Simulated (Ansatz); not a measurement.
# Debugging a many-body input for Boron (R-3m, 12 atoms a cell)

What is wrong with this input for Boron (R-3m, 12 atoms a cell)?

Main program and level: Ansatz 0.2.0; G0W0 on LDA, plane waves, PAW.

## Step 1: The starting structure

The structure is trigonal, space group R-3m (No. 166). Conventional cell: a = 4.918 Å, b = 4.918 Å, c = 12.581 Å, α = 90.00°, β = 90.00°, γ = 120.00°. B has 6 B at 1.67 to 1.81 Å nearest. Nearest to B lie 5 B at 1.79 to 1.81 Å.

The cell and positions come from the Crystallography Open Database and are kept as given unless a step says otherwise. The default PAW set here is soft_2. Its files were made with PBE.

## Step 2: First try

The input, input.yaml:

```yaml
crystal:
  lattice:
    - [2.45895, 1.4196754444, 4.1935]
    - [-2.45895, 1.4196754444, 4.1935]
    - [0.0, -2.8393508888, 4.1935]
  atoms:
    - { symbol: B, position: [0.01019, 0.65361, 0.01019] }
    - { symbol: B, position: [0.01019, 0.01019, 0.65361] }
    - { symbol: B, position: [0.65361, 0.01019, 0.01019] }
    - { symbol: B, position: [0.98981, 0.34639, 0.98981] }
    - { symbol: B, position: [0.34639, 0.98981, 0.98981] }
    - { symbol: B, position: [0.98981, 0.98981, 0.34639] }
    - { symbol: B, position: [0.22118, 0.6306, 0.22118] }
    - { symbol: B, position: [0.22118, 0.22118, 0.6306] }
    - { symbol: B, position: [0.6306, 0.22118, 0.22118] }
    - { symbol: B, position: [0.77882, 0.3694, 0.77882] }
    - { symbol: B, position: [0.3694, 0.77882, 0.77882] }
    - { symbol: B, position: [0.77882, 0.77882, 0.3694] }
kpoints:
  mp_grid: { grid: [4, 4, 4] }
hamiltonian:
  xc: lda
scf:
  occupations: { method: fixed }
gw:
  n_empty_bands: 92
  ecut_chi: 60
  qp_bands: [v4, c4]
  qp_kpoints: band_edges
  screening: { model: ppm }
```

Run with:

```bash
> ansatz run input.yaml --threads 3 --pin off --max-ram 64512MiB --backend cuda --events-out ev --progress --plain --runs-dir out --devices 1 --max-vram 24GiB  # rebuilt from the run's record
```

Numbers of over 12 decimals in the logs are rounded to 6 here.

The program printed:

```text
Error: YAML parse error: error: line 30 column 23: unknown variant `ppm`, expected one of godby_needs, contour_deformation
  --> <input>:30:23
   |
28 |   qp_bands: [v4, c4]
29 |   qp_kpoints: band_edges
30 |   screening: { model: ppm }
   |                       ^ unknown variant `ppm`, expected one of godby_needs, contour_deformation
```

Run time: 0.03 s. Hardware: 3 threads of AMD EPYC 7R13 (Zen 3), shared host; peak memory 0.06 GiB.

**Diagnosis.**

The program refused the input before any cycle.

The program's message: “Error: YAML parse error: error: line 30 column 23: unknown variant `ppm`, expected one of godby_needs, contour_deformation”

The fault: unknown screening model. The program knows two models, a plasmon pole and contour deformation.

## Step 3: A better input

Now the one-shot GW correction: screening in the RPA, then the self-energy of the levels asked for.

input.yaml, as its differences from that of step 2:

```diff
@@ -29,2 +29,2 @@
   qp_kpoints: band_edges
-  screening: { model: ppm }
+  screening: { model: contour_deformation }
```

The program printed:

```text
GPUs: using 1 of 1 available (devices: 1).
[...]
device memory: the entry about to start is reckoned to put 0.9 GiB on a device that reports 62.9 GiB free (of which the cap on the GPU budget leaves the run 24.0 GiB)
GPU FFT provider: cuFFT
GPU libraries: cuBLAS 13.8.2, cuFFT 12.4.0, cuSOLVER 12.3.4
Crystal: 12 atoms, lattice volume = 87.835 Å³
Basis set: ecut = 420 eV, 1731 PW (Γ)
Bands: 30, of which v1, the nominal top of the filled ones, is band 18 counted from 1 (17 counted from 0)
Symmetry: 12 space group operations
[...]
k-points: 13 of 64
[...]
GPU buffer pool allocated for 46656 grid points (all kernels)
GPU transforms: local potential and band sums: pruned to the plane-wave sphere, on 36×36×36
[...]
SCF iter   1: F=—  HF=-1797.153366 eV  |F-HF|=—  |Δ(HF+E_count)|=         —  Δρ=7.59e-3  dr2=4.11e-2  ethr=1.77e-3  ⟨swp⟩=4.2  Hψ=1815  notcnv=0  defer=125
[...]
0    15      7.3697   -15.1656     1.8732   -13.4786  0.7890     7.5557     7.5560  root
     0    16      7.9092   -17.1281     2.7320   -14.5672  0.7823     8.0800     8.0804  root
     0    17      7.9092   -17.1281     2.7320   -14.5672  0.7823     8.0800     8.0804  root
     0    18      8.3727   -15.4807     1.4964   -14.4503  0.7965     8.8374     8.8387  root
     0    19     10.1695    -8.1854    -3.2677   -12.2361  0.8093    10.9567    10.9525  root
     0    20     13.1976    -7.3112    -5.2214   -13.6606  0.7668    14.3425    14.3256  root
     0    21     13.1976    -7.3112    -5.2214   -13.6606  0.7668    14.3425    14.3256  root
     0    22     13.4095    -8.2713    -4.5561   -14.0327  0.7776    14.6166    14.6148  root
[...]
12    19     11.3281    -7.9198    -3.9292   -12.8423  0.7975    12.3310    12.3214  root
    12    20     11.4827    -8.5331    -3.8691   -13.4479  0.7962    12.5396    12.5283  root
    12    21     11.4827    -8.5331    -3.8691   -13.4479  0.7962    12.5396    12.5283  root
    12    22     13.5849    -7.3755    -5.4564   -13.9338  0.7571    14.6977    14.6867  root
[key lines of the parts left out:]
SCF converged after 6 iterations
Free energy (F): -1797.135496 eV
Fermi energy:    8.727306 eV
```

Elapsed: 4 s, on 1 × NVIDIA H100 80GB HBM3 (shared by 3 runs) with 3 threads; peak memory 1.1 GiB.

This step gave:

```
bands summed                                 : 110
RPA ε∞ on this mesh (eigenvalues)            : 7.633, 10.53, 10.53
plane waves in the screening matrix          : 101
q-points in the mesh                         : 64
G0W0 gap on the mesh                         : 1.718 eV
k of the valence top                         : -0.5, -0.5, -0.5
k of the conduction bottom                   : 0, 0, 0
starting gap on the mesh                     : 1.442 eV
Z at the valence top                         : 0.7986
Z at the conduction bottom                   : 0.8093
least direct G0W0 gap on the computed points : 2.114 eV
```

The gap on the mesh goes from 1.44 eV to 1.72 eV, a correction of +0.28 eV. Between the two edge states, bare exchange in place of the xc potential would open the gap by 4.86 eV, and correlation takes back 4.58 eV.

## Step 4: Summary of results

```
first try  : refused after 0.03 s
better run : G0W0 gap on the mesh 1.72 eV (4×4×4 mesh, 92 empty bands, screening to 60 eV)
```

The second run differs in: frequency model. Bands and cutoff are finite, so the gap is not at the basis limit. The miss can reach some tenths of an eV and take either sign; the mesh is an error of its own.

[Paths, hosts, dates, memory and timing lines, banners, echoed tables and standing remarks are left out of the program output.]

[Logs are printed without paths, hosts, clocks, repeated set-up lines and the standing remarks that a program may print on its own settings, such as how far it seeks lower states.]

[Runs of the session that timed out or met a known fault of the program may be left out.]

[Cells called generated may have been cut or substituted from an entry of the Crystallography Open Database or the Materials Project.]

[Hosts, paths, dates, database ids (printed as entryN), source tags and the programs' standing remarks are cut or masked in the printed files.]
